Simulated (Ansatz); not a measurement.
NaH (CsCl type), relaxed with r2SCAN: space group Pm-3m (No. 221), cubic; conventional cell a = 2.932 Å, 12.61 Å³ an atom. Na has 8 H at 2.54 Å; H has 8 Na at 2.54 Å. One-shot G0W0@PBE in Ansatz on a 4×4×4 mesh (contour deformation, no spin-orbit coupling), from a PBE gap of 1.000 eV over the mesh points (the G0W0 gap is indirect on the mesh); the number N of bands summed and the screening cutoff rise together. No spin polarisation. The prototype was imposed, so other structures may be more stable.

```
 N  cutoff (eV)  1000/N  G0W0 gap (eV)
45           80  22.222          2.794
99          140  10.101          2.957
```

**Question.** Lay a straight line in 1000/N through these rows.

**Answer.** The slope is -0.0134 eV per unit of 1000/N and the intercept 3.093 eV.

**Question.** Predict the gap at N = 179 (210 eV).

**Answer.** 3.093 + (-0.0134) × 5.587 = 3.018 eV; the run gives 3.036 eV, +0.018 eV from the line.

**Question.** With that run's result added, what limit do the last two rows suggest?

**Answer.** Their slope is (3.036 − 2.957)/(5.587 − 10.101) = -0.0175, which meets 1/N = 0 at 3.13 eV, against 3.093 eV from the first line. The slope steepens, so 1/N isn't yet asymptotic and the true limit probably lies higher still; the k mesh isn't extrapolated.
